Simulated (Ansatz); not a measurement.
**Rb₁₆HCl₁₆: course of a relaxation**

Method: DFT PBEsol, scalar-relativistic, plane waves, PAW in Ansatz. Settings: 420 eV cutoff, 2×2×2 k-mesh, shifted by half a step, Gaussian smearing of 0.01 eV, no spin polarisation.

What was changed: H interstitial, charge +1, atoms relaxed at the host's cell.

In a supercell of 33 atoms the defect feels its periodic images.

Spin polarisation was left out.

Command:

```bash
ansatz run input.yaml --threads 4 --pin off --max-ram 6144MiB --backend cpu --events-out ev --progress --plain --runs-dir out
```

Input:

```yaml
crystal:
  lattice:
    - [-6.540294645, 6.540294645, -6.540294645]
    - [6.540294645, -6.540294645, -6.540294645]
    - [-6.540294645, -6.540294645, 6.540294645]
  atoms:
    - { symbol: Rb, position: [0.500253862, 0.2501617583, 0.2501617583] }
    - { symbol: Rb, position: [0.2501617583, 0.2501617583, 0.500253862] }
    - { symbol: Rb, position: [9.21037e-05, 0.2498382417, 0.75] }
    - { symbol: Rb, position: [0.75, 9.21037e-05, 0.2498382417] }
    - { symbol: Rb, position: [0.75, 0.2498382417, 9.21037e-05] }
    - { symbol: Rb, position: [0.4999078963, -0.000253862, 0.4999078963] }
    - { symbol: Rb, position: [0.2498382417, 9.21037e-05, 0.75] }
    - { symbol: Rb, position: [9.21037e-05, 0.75, 0.2498382417] }
    - { symbol: Rb, position: [1.0016073872, 1.0016073872, 1.0016073872] }
    - { symbol: Rb, position: [0.75, 0.75, 0.4983926128] }
    - { symbol: Rb, position: [0.4983926128, 0.75, 0.75] }
    - { symbol: Rb, position: [0.2501617583, 0.500253862, 0.2501617583] }
    - { symbol: Rb, position: [0.2498382417, 0.75, 9.21037e-05] }
    - { symbol: Rb, position: [-0.000253862, 0.4999078963, 0.4999078963] }
    - { symbol: Rb, position: [0.75, 0.4983926128, 0.75] }
    - { symbol: Rb, position: [0.4999078963, 0.4999078963, -0.000253862] }
    - { symbol: Cl, position: [0.75, 0.2494023607, 0.4996616468] }
    - { symbol: Cl, position: [0.4996616468, 0.2494023607, 0.75] }
    - { symbol: Cl, position: [0.2505976393, 0.2505976393, 0.0002592862] }
    - { symbol: Cl, position: [0.0003383532, 0.0003383532, 0.4997407138] }
    - { symbol: Cl, position: [0.0002592862, 0.2505976393, 0.2505976393] }
    - { symbol: Cl, position: [0.75, 7.04162e-05, 0.75] }
    - { symbol: Cl, position: [0.4997407138, 0.0003383532, 0.0003383532] }
    - { symbol: Cl, position: [0.2494023607, 0.75, 0.4996616468] }
    - { symbol: Cl, position: [0.2505976393, 0.0002592862, 0.2505976393] }
    - { symbol: Cl, position: [7.04162e-05, 0.75, 0.75] }
    - { symbol: Cl, position: [0.75, 0.75, 7.04162e-05] }
    - { symbol: Cl, position: [0.4999295838, 0.4999295838, 0.4999295838] }
    - { symbol: Cl, position: [0.4996616468, 0.75, 0.2494023607] }
    - { symbol: Cl, position: [0.2494023607, 0.4996616468, 0.75] }
    - { symbol: Cl, position: [0.0003383532, 0.4997407138, 0.0003383532] }
    - { symbol: Cl, position: [0.75, 0.4996616468, 0.2494023607] }
    - { symbol: H, position: [0.75, 0.75, 0.75] }
  host:
    lattice:
      - [0.0, 3.2701473225, 3.2701473225]
      - [3.2701473225, 0.0, 3.2701473225]
      - [3.2701473225, 3.2701473225, 0.0]
    atoms:
      - { symbol: Rb, position: [0.0, 0.0, 0.0] }
      - { symbol: Cl, position: [0.5, 0.5, 0.5] }
total_charge: 1
basis:
  ecutwfc: 420
  xc_grid: 2
kpoints:
  mp_grid: { grid: [2, 2, 2], shift: [0.5, 0.5, 0.5] }
hamiltonian:
  xc: pbesol
scf:
  occupations: { method: gaussian, width: 0.01 }
output:
  forces: true
  stress: false
  eigenvalues: true
  charged_corrections:
    defect_position: [0.75, 0.75, 0.75]
    epsilon: [[5.3665, 0.0, 0.0], [0.0, 5.3665, 0.0], [0.0, 0.0, 5.3665]]
  write_density: true
  write_potential: true
  elf: true
  volumetric_format: npy
relax:
  adjacent_minimum: "off"
  f_tol: 0.025
  max_steps: 45
```

F is the free energy.

Steps:

| step | F − F(1) (eV) | largest force component (eV/Å) |
| --- | --- | --- |
| 1 | 0.0000 | 0.441 |
| 2 | -0.7553 | 0.419 |
| 3 | -1.3121 | 0.328 |
| 4 | -1.6970 | 0.160 |
| 5 | -1.7886 | 0.176 |
| 6 | -1.8255 | 0.035 |
| 7 | -1.8300 | 0.006 |

Relaxed structure:

```
CELL_PARAMETERS angstrom
-6.54029 6.54029 -6.54029
6.54029 -6.54029 -6.54029
-6.54029 -6.54029 6.54029
ATOMIC_POSITIONS crystal
Rb 0.51119 0.25972 0.25972
Rb 0.25972 0.25972 0.51119
Rb 0.00147 0.24028 0.75000
Rb 0.75000 0.00147 0.24028
Rb 0.75000 0.24028 0.00147
Rb 0.49853 0.98881 0.49853
Rb 0.24028 0.00147 0.75000
Rb 0.00147 0.75000 0.24028
Rb 0.03030 0.03030 0.03030
Rb 0.75000 0.75000 0.46970
Rb 0.46970 0.75000 0.75000
Rb 0.25972 0.51119 0.25972
Rb 0.24028 0.75000 0.00147
Rb 0.98881 0.49853 0.49853
Rb 0.75000 0.46970 0.75000
Rb 0.49853 0.49853 0.98881
Cl 0.75000 0.23634 0.49716
Cl 0.49716 0.23634 0.75000
Cl 0.26366 0.26366 0.01082
Cl 0.00284 0.00284 0.48918
Cl 0.01082 0.26366 0.26366
Cl 0.75000 0.93771 0.75000
Cl 0.48918 0.00284 0.00284
Cl 0.23634 0.75000 0.49716
Cl 0.26366 0.01082 0.26366
Cl 0.93771 0.75000 0.75000
Cl 0.75000 0.75000 0.93771
Cl 0.56229 0.56229 0.56229
Cl 0.49716 0.75000 0.23634
Cl 0.23634 0.49716 0.75000
Cl 0.00284 0.48918 0.00284
Cl 0.75000 0.49716 0.23634
H 0.75000 0.75000 0.75000
```

The run converged. The run took roughly 10 core-minutes.